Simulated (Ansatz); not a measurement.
## TiS$_{2}$: how the free axis answers a strain

TiS$_{2}$, P-3m1, a = 3.361 Å, c = 5.520 Å. Ansatz: PBE+D3(BJ), PAW, 420 eV, Γ-centred 15×15×8 mesh on 3 atoms, Gaussian smearing 0.10 eV; no spin polarisation. Series: biaxial strain in the a-b plane, c and atoms relaxed; x is the strain in per cent. y is the change of c in per cent of 5.520 Å.

```
x (%) y (%)
 -4.5   2.14
 -3.0      ?
 -1.5   0.62
  0.0   0.00
  1.5  -0.55
  3.0  -1.13
  4.5  -1.72
```

Task: Fit y = c1 x + c2 x² to the other rows, say what c1 measures, and predict the missing y.

Result: Least squares on the rows shown. y = −0.4224 x + 0.01086 x². With no stress along c, c1 = −2C13/C33 = -0.422. With a term in x³ added, the coefficient of x becomes -0.3876, 8 % less, which shows how far this figure hangs on the form. At x = -3.0 the fit asked for gives 1.36 %. The run gave 1.29 %, so the fit is 0.07 % too high, within twice the rms miss on the fitted rows (0.04 %).